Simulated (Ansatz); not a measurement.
Hg, 1 atom in the cell. Symmetry: I4/mmm, No. 139, tetragonal system. Conventional cell: a = 3.753 Å, b = 3.753 Å, c = 3.834 Å, α = 90.00°, β = 90.00°, γ = 90.00°. Hg (site symmetry 4/mmm) has 12 Hg at 3.27 to 3.75 Å as nearest neighbours. 

| Quantity | Value |
| --- | --- |
| Program | Ansatz 0.2.0 |
| Task | atomic charges |
| Functional | PBE0 |
| Potentials or basis | Ansatz NC |
| Cutoff | 898 eV |
| Density cutoff | 3592 eV |
| k mesh | 6 × 6 × 6 |
| Occupations | gaussian, width 0.15 eV |
| Spin | no spin polarisation |
| Driver | chain |

Potentials or basis: Ansatz NC.

Command:

```bash
$ python run.py
```

Hardware: 2 threads of Arm Neoverse V1, with other jobs on the host.

Task: How long does it take, and how much memory?

Result: Wall time 22 s on 2 threads of Arm Neoverse V1, on a shared host, peak memory 1.2 GiB. Counts: scf iterations 23, plane waves 1633, k points 30, bands 14, engine runs 1.
